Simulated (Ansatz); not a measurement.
A relaxation of cell and atoms of PbO in the CsCl-type structure with the PAW code Ansatz, at the level PBEsol. It starts from the PBE minimum.

input.yaml:
```yaml
crystal:
  lattice:
    - [3.2148279984, 0.0, 0.0]
    - [0.0, 3.2148279984, 0.0]
    - [0.0, 0.0, 3.2148279984]
  atoms:
    - { symbol: Pb, position: [0.0, 0.0, 0.0] }
    - { symbol: O, position: [0.5, 0.5, 0.5] }
kpoints:
  mp_grid: { grid: [8, 8, 8] }
hamiltonian:
  xc: pbesol
scf:
  occupations: { method: fermi_dirac, width: 0.02 }
relax:
  f_tol: 0.005
  cell: {}
```

Command: `ansatz run input.yaml --threads 2 --pin off --max-ram 2211MiB --backend cpu --events-out ev --progress --plain --runs-dir out`. It took 7.4 s on 2 threads of Arm Neoverse N1 (shared host); peak host memory 0.3 GiB.

Q: Predict the output.

A: Abridged output:
```
Functional definition: PBEsol
Crystal: 2 atoms, lattice volume = 33.226 Å³
Basis set: ecut = 420 eV, 619 PW (Γ)
Bands: 14, of which v1, the nominal top of the filled ones, is band 10 counted from 1 (9 counted from 0)
Symmetry: 48 space group operations
Space group: Pm-3m (ITA 221)
k-points: 35 of 512
preconditioner: auto → none  [insulator: Δε(μ)=0.406 eV  σ=0.020 eV  ℏωp=28.8 eV]
relax step 1: F+E_penalty+E_count = -12314.50476313 eV  P = -5.039 GPa  Ω = 33.226 Å³
relax step 2: F+E_penalty+E_count = -12314.42119883 eV  P = +14.241 GPa  Ω = 28.500 Å³  (rejected)
relax step 3: F+E_penalty+E_count = -12314.53489169 eV  P = -0.937 GPa  Ω = 31.846 Å³
relax step 4: F+E_penalty+E_count = -12314.53651820 eV  P = +0.087 GPa  Ω = 31.547 Å³
relax step 5: F+E_penalty+E_count = -12314.53645744 eV  P = +0.002 GPa  Ω = 31.571 Å³
relax step 6: F+E_penalty+E_count = -12314.53318322 eV  P = -0.194 GPa  Ω = 31.571 Å³  (SCF on a basis re-selected at this cell)
relax step 7: F+E_penalty+E_count = -12314.53336546 eV  P = -0.001 GPa  Ω = 31.516 Å³
relax step 8: F+E_penalty+E_count = -12314.53315078 eV  P = -0.005 GPa  Ω = 31.516 Å³  (SCF on a basis re-selected at this cell)
Free energy (F): -12314.533151 eV
Fermi energy:    11.822240 eV
--- Stress (GPa, compression-positive) ---
       -0.005449       0.000000       0.000000
        0.000000      -0.005449       0.000000
        0.000000       0.000000      -0.005449
  P = ⅓ Tr σ = -0.0054 GPa (-0.054 kbar)
--- Relaxed structure (6 steps of the walk, 5 accepted, 2 SCFs on fresh bases) ---
  F+E_penalty+E_count = -12314.53315078 eV
  cell:  # Å, volume = 31.5159 Å³
    - [3.158710, 0.000000, 0.000000]
    - [0.000000, 3.158710, 0.000000]
    - [0.000000, 0.000000, 3.158710]
  atoms:
    - { symbol: Pb, position: [0.000000, 0.000000, 0.000000] }
    - { symbol: O, position: [0.500000, 0.500000, 0.500000] }
```
Iteration counts and the last digits belong to this one run.

The walk took 6 steps and changed the volume by -5.1 %. The last SCF, on a fresh basis, lies 14.2 meV an atom below the first. At the end: space group Pm-3m (No. 221), cubic; conventional cell a = 3.159 Å, 15.76 Å³ an atom. Around Pb lie 8 O at 2.74 Å; around O lie 8 Pb at 2.74 Å.

Values at 0 K without nuclear motion; spin polarisation is off, and the phase may be a hypothetical one.
